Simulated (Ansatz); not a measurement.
# Si8O: the cost of one run

Method: DFT PBE+D3(BJ), scalar-relativistic, plane waves, PAW, in Ansatz 0.2.0.

3 further runs of the same task are left out: 3 set aside as unsound or not needed.

### 1 Starting point

The structure is monoclinic, space group Pm (No. 6). Conventional cell: a = 6.313 Å, b = 3.816 Å, c = 21.332 Å, α = 90.00°, β = 90.00°, γ = 90.00°. Si (site symmetry m) is surrounded by 3 Si at 2.34 to 2.36 Å. Si (site symmetry m) has 4 Si at 2.34 to 2.36 Å as nearest neighbours. Around Si (site symmetry m) lie 4 Si at 2.29 to 2.36 Å. Si (site symmetry m) has 3 Si at 2.23 to 2.29 Å as nearest neighbours. Only part of the 9 independent sites is listed.

Coordinates:

```cif
data_structure
_symmetry_space_group_name_H-M 'P 1'
_symmetry_Int_Tables_number 1
_cell_length_a 3.8155
_cell_length_b 6.3129
_cell_length_c 21.3319
_cell_angle_alpha 90.000
_cell_angle_beta 90.000
_cell_angle_gamma 90.000
_cell_volume 513.82
loop_
_atom_site_label
_atom_site_type_symbol
_atom_site_fract_x
_atom_site_fract_y
_atom_site_fract_z
_atom_site_occupancy
Si1 Si 0.00000 0.93690 0.18751 1
Si2 Si 0.00000 0.56310 0.18751 1
Si3 Si 0.50000 0.43690 0.23915 1
Si4 Si 0.50000 0.06310 0.23915 1
Si5 Si 0.50000 0.93327 0.34304 1
Si6 Si 0.50000 0.56673 0.34304 1
Si7 Si 0.00000 0.42663 0.38590 1
Si8 Si 0.00000 0.07337 0.38590 1
O1 O 0.50000 0.42663 0.50309 1
```

This is the geometry of the first run shown, built on a cell relaxed beforehand with the same method.

### 2 The scan

Atoms count from 1 in the order of the input.

O is moved over the surface cell at a fixed height above a rigid substrate; the origin of the map has the adsorbate above Si7; the height is held at 2.50 Å.

The axes are (1) position of O9 along the first surface vector, from above Si7: 6 values from 0.000 to 0.833, periodic; (2) position of O9 along the second surface vector, from above Si7: 6 values from 0.000 to 0.833, periodic.

Nothing else is relaxed. Points are written as (first, second).

The two vectors of the plane (Å): (3.816, 0.000, 0.000); (0.000, 6.313, 0.000).

### 3 Point (3/6, 0/6) of the map's two axes

The cell repeats along c, and a dipole correction in the vacuum removes the field between the copies.

File input.yaml:

```yaml
crystal:
  lattice:
    - [3.8155170209, 0.0, 0.0]
    - [0.0, 6.3129357835, 0.0]
    - [0.0, 0.0, 21.3318711348]
  atoms:
    - { symbol: Si, position: [0.0, 0.9369021389, 0.1875128522] }
    - { symbol: Si, position: [0.0, 0.5630978611, 0.1875128522] }
    - { symbol: Si, position: [0.5, 0.4369021389, 0.2391466205] }
    - { symbol: Si, position: [0.5, 0.0630978611, 0.2391466205] }
    - { symbol: Si, position: [0.5, 0.9332664455, 0.3430438269] }
    - { symbol: Si, position: [0.5, 0.5667335545, 0.3430438269] }
    - { symbol: Si, position: [0.0, 0.4266292811, 0.3858954089] }
    - { symbol: Si, position: [0.0, 0.0733707189, 0.3858954089] }
    - { symbol: O, position: [0.5, 0.4266292811, 0.5030909416], spin: 2.0 }
basis:
  ecutwfc: 420
kpoints:
  mp_grid: { grid: [7, 4, 1] }
hamiltonian:
  xc: pbe
  pseudopotentials: { kind: paw, azcp: { folder: soft_1 } }
  dispersion: d3bj
scf:
  occupations: { method: gaussian, width: 0.05 }
output:
  forces: true
  eigenvalues: true
  populations: true
magnetization:
  spin_polarized: true
efield:
  axis: 3
  dipole_correction: true
  ramp_width: 0.04
```

Command:

```console
ansatz run input.yaml --threads 1 --pin off --max-ram 3072MiB --backend cpu --events-out ev --progress --plain --runs-dir out
```

What time and memory should one allow on 1 thread of Arm Neoverse V1, shared host?

About 1.8 min, with a peak of 0.69 GiB.
